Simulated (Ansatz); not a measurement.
Relaxed (100) slab cut from Ga₂O₃ (space group C2/m (No. 12)); the slab's formula is GaO2, its outer planes O (top) and O (bottom):

```
CELL_PARAMETERS angstrom
3.08351 0.00000 0.00000
0.00000 5.87753 0.00000
0.00000 0.00000 21.14655
ATOMIC_POSITIONS crystal
O 0.00000 0.15827 0.35787
O 0.00000 0.41093 0.36162
Ga 0.50000 0.49602 0.40902
Ga 0.00000 0.01505 0.44040
O 0.50000 0.79954 0.42884
O 0.50000 0.25391 0.46602
O 0.00000 0.99319 0.53398
O 0.00000 0.44756 0.57116
Ga 0.50000 0.23205 0.55960
Ga 0.00000 0.75108 0.59098
O 0.50000 0.83617 0.63838
O 0.50000 0.08883 0.64213
```

Level of theory: DFT PBE, scalar-relativistic, plane waves, PAW in Ansatz 0.2.0. Cutoff 420 eV; k points 9×5×1 on the computed 12-atom cell (Γ-centred); Gaussian smearing, width 0.05 eV; no spin polarisation. The cell repeats along c with a dipole correction in the vacuum.

The potential is the smooth part; its values at the atoms depend on the PAW datasets.

Q: How does the plane-averaged electrostatic potential energy of an electron run along c, counted from the top of the valence band?

A: z (Å), V (eV) and a bar:
```
     2.64       6.95 ##############################
     2.94       6.95 ##############################
     3.23       6.95 ##############################
     3.52       6.95 ##############################
     3.82       6.95 ##############################
     4.11       6.95 ##############################
     4.41       6.95 ##############################
     4.70       6.95 ##############################
     4.99       6.95 ##############################
     5.29       6.95 ##############################
     5.58       6.94 ##############################
     5.87       6.92 ##############################
     6.17       6.85 ##############################
     6.46       6.66 #############################
     6.76       6.08 ############################
     7.05       3.60 ########################
     7.34      -0.81 ###############
     7.64      -3.62 ##########
     7.93      -3.67 ##########
     8.22      -2.39 ############
     8.52      -4.26 ########
     8.81      -7.62 ##
     9.10      -8.62
     9.40      -7.50 ##
     9.69      -5.04 #######
     9.99      -2.39 ############
    10.28       1.03 ###################
    10.57       3.02 ######################
    10.87       1.03 ###################
    11.16      -2.39 ############
    11.45      -5.04 #######
    11.75      -7.50 ##
    12.04      -8.62
    12.34      -7.62 ##
    12.63      -4.26 ########
    12.92      -2.39 ############
    13.22      -3.67 ##########
    13.51      -3.62 ##########
    13.80      -0.81 ###############
    14.10       3.60 ########################
    14.39       6.08 ############################
    14.69       6.66 #############################
    14.98       6.85 ##############################
    15.27       6.92 ##############################
    15.57       6.94 ##############################
    15.86       6.95 ##############################
    16.15       6.95 ##############################
    16.45       6.95 ##############################
    16.74       6.95 ##############################
    17.03       6.95 ##############################
    17.33       6.95 ##############################
    17.62       6.95 ##############################
    17.92       6.95 ##############################
    18.21       6.95 ##############################
    18.50       6.95 ##############################
```

The vacuum level lies 6.95 eV above the top of the valence band.

Cost: 1 run of about 11 core-minutes, on Intel Xeon Platinum 8259CL (Skylake/Cascade Lake) (shared hosts).